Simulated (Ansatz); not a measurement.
# Al: the cost of one run

Method: DFT PBE, scalar-relativistic, plane waves, PAW, in Ansatz 0.2.0.

1 further run of the same task is left out (it didn't finish).

**1. The system as given**

It takes space group P6_422 (No. 181, hexagonal). Conventional cell: a = 7.565 Å, b = 7.565 Å, c = 2.747 Å, α = 90.00°, β = 90.00°, γ = 120.00°. Al (site symmetry 2) has 5 Al at 2.63 to 2.75 Å as nearest neighbours.

Coordinates:

```
CELL_PARAMETERS angstrom
7.56504 0.00000 0.00000
-3.78252 6.55151 0.00000
0.00000 0.00000 2.74682
ATOMIC_POSITIONS crystal
Al 0.32597 0.32597 0.16667
Al 0.67403 0.00000 0.50000
Al 0.00000 0.67403 0.83333
Al 0.67403 0.67403 0.16667
Al 0.32597 0.00000 0.50000
Al 0.00000 0.32597 0.83333
```

It is the end of an earlier relaxation with the same method, from a generated guess; it is a trial structure. At a tolerance of 0.05 Å it has space group P6_422 (No. 181); it has 22.69 Å³/atom, an uncorrected energy of +0.30 eV/atom over the standard state.

**2. Static run: bands, density of states and charges**

input.yaml reads:

```yaml
crystal:
  lattice:
    - [7.5650367762, 0.0, 0.0]
    - [-3.7825183881, 6.5515140287, 0.0]
    - [0.0, 0.0, 2.7468248615]
  atoms:
    - { symbol: Al, position: [0.32596935, 0.32596935, 0.1666666667] }
    - { symbol: Al, position: [0.67403065, 0.0, 0.5] }
    - { symbol: Al, position: [0.0, 0.67403065, 0.8333333333] }
    - { symbol: Al, position: [0.67403065, 0.67403065, 0.1666666667] }
    - { symbol: Al, position: [0.32596935, 0.0, 0.5] }
    - { symbol: Al, position: [0.0, 0.32596935, 0.8333333333] }
basis:
  ecutwfc: 420
kpoints:
  mp_grid: { grid: [6, 6, 14] }
  band_path:
    path:
      - [[0.0, 0.0, 0.0], [0.5, 0.0, 0.0], [0.33333333, 0.33333333, 0.0], [0.0, 0.0, 0.0], [0.0, 0.0, 0.5], [0.5, 0.0, 0.5], [0.33333333, 0.33333333, 0.5], [0.0, 0.0, 0.5]]
      - [[0.5, 0.0, 0.5], [0.5, 0.0, 0.0]]
      - [[0.33333333, 0.33333333, 0.5], [0.33333333, 0.33333333, 0.0]]
    npoints: 14
hamiltonian:
  xc: pbe
scf:
  occupations: { method: gaussian, width: 0.1 }
  n_extra_bands: 15
output:
  forces: true
  stress: true
  eigenvalues: true
  populations: true
  dos: { projected: true, de: 0.02, nscf_kmesh: { grid: [8, 8, 17] } }
  bader: true
  write_density: true
  write_potential: true
  elf: true
  volumetric_format: npy
```

Started as:

```
> ansatz run input.yaml --threads 1 --pin off --max-ram 2560MiB --backend cpu --events-out ev --progress --plain --runs-dir out
```

**Question.** How long does this run take on 1 thread of Intel Xeon at 2.50GHz (Skylake/Cascade Lake), shared host, and how much memory does it need?

About 5.3 min, with a peak of 0.54 GiB.
